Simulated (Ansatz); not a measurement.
## Spin–orbit splittings in Nb

```
Nb
1.0
    -1.66395    1.66395    1.66395
     1.66395   -1.66395    1.66395
     1.66395    1.66395   -1.66395
Nb
1
Direct
  0.00000 0.00000 0.00000
```

The conventional cell has a = 3.328 Å, b = 3.328 Å, c = 3.328 Å, α = 90.00°, β = 90.00°, γ = 90.00°. Around Nb (atom 1) lie 8 Nb at 2.88 Å.

The cell is COD entry 4111969, as deposited and not checked against the literature; nothing was relaxed. It differs from other determinations.

Levels of theory: DFT, PBE, all-electron LAPW, scalar-relativistic (Ansatz 0.2.0); DFT, PBE, all-electron LAPW, Dirac equation with spin-orbit coupling (Ansatz 0.2.0).

Sampling and basis: a Γ-centred 15×15×15 k mesh, Fermi–Dirac smearing of 0.03 eV, basis error target 1 meV/atom, no spin polarisation.

Levels between -8 and 2 eV, each run counted from its own valence-band top where it has a gap, else its Fermi level. Scalar levels are listed once for both spins; with the coupling every spinor state is counted. Levels near the edges of the range can cross them.

Q: At Γ (0.000, 0.000, 0.000) the scalar-relativistic levels are -5.88, 0.36 (×3). What are they with spin–orbit coupling?

A: -5.88 (×2), 0.32 (×4), 0.43 (×2).
